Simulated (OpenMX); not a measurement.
**GaSb under changes of volume**

One of the cells (28.625 Å³/atom); the others are scaled copies at fixed shape and fractional positions:

```
CELL_PARAMETERS angstrom
0.00000 3.05900 3.05900
3.05900 0.00000 3.05900
3.05900 3.05900 0.00000
ATOMIC_POSITIONS crystal
Sb 0.75000 0.75000 0.75000
Ga 0.00000 0.00000 0.00000
```

```yaml
Program: OpenMX 3.8.5
Functional: PBE
Potentials_or_basis: OpenMX 2013 PBE set, Sb7.0-s3p2d2f1, Ga7.0-s3p2d2f1, fixed grid of 48 × 48 × 48 points
k_mesh: 9 × 9 × 9
Occupations: fermi-dirac, width 0.05 eV
Spin: no spin polarisation
```

```csv
volume (Å³/atom),energy over the lowest point (meV/atom),gap on the mesh (eV)
26.907,?,?
27.480,62.80,0.30
28.052,41.85,0.15
28.625,25.21,none
29.197,13.31,none
29.770,5.19,none
30.342,0.00,none
```

Q: What does the run at 26.907 Å³/atom give?

A: Energy over the lowest point 89.04 meV/atom; gap on the mesh 0.45 eV.

Worked out: A Birch-Murnaghan fit of order 3 (a polynomial in V^(-2/3)) to the other rows has its minimum at 31.12 Å³/atom, just outside them, with B0 = V·E''(V) = 36 GPa and B' = 6.5. It gives 89.64 meV/atom at 26.907 Å³/atom, against the run's 89.04.

Energies are extrapolated to zero smearing.

Caveats: the basis of atomic orbitals isn't converged, which shifts pressures, moduli and gaps; spin-orbit coupling is left out, which moves the levels of the heavy elements (some runs); an odd mesh through Γ misses points on the zone boundary, where band edges often lie (some runs).

A gap of «none» marks a metal or a gap under the smearing width.
